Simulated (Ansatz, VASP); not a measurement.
## One calculation of MgO, two programs

```xyz
2
Lattice="2.9380 0.0000 0.0000 -1.4690 2.5444 0.0000 0.0000 0.0000 2.6797" Properties=species:S:1:pos:R:3 pbc="T T T"
Mg    0.0000    0.1000   -0.2000
O     0.0000    1.6963    1.3398
```

Alike in both runs: task single point; functional PBEsol; k mesh 9 × 9 × 8; occupations gaussian, width 0.05 eV; no spin polarisation.

|  | VASP | Ansatz |
| --- | --- | --- |
| version | VASP 6.6.1 | Ansatz 0.2.0 |
| potentials or method | VASP PAW PBE potentials, release 64 (Mg, O) | scalar-relativistic, plane waves, PAW |
| plane-wave cutoff (eV) | 520 | 420 |
| valence electrons in the cell | 8 | 16 |

Ansatz gave:

```
gap on the k mesh at the Fermi level (eV)       : 2.88
least direct gap on the mesh (eV)               : 3.33
pressure (GPa)                                  : 0.3
largest component of the traceless stress (GPa) : 4.12
rms of the force components (eV/Å)              : 0.542
```

Estimate VASP's values.

gap on the k mesh at the Fermi level (eV): 2.88; least direct gap on the mesh (eV): 3.33; pressure (GPa): -0.1; largest component of the traceless stress (GPa): 4.17; rms of the force components (eV/Å): 0.550.

Atom by atom the forces differ by 0.008 eV/Å (rms over components). The two sets of potentials don't hold the same shells in valence.

Caveats: the PAW data sets were made with another functional, which shifts forces and pressure a little (VASP); an odd mesh through Γ misses points on the zone boundary, where band edges often lie.
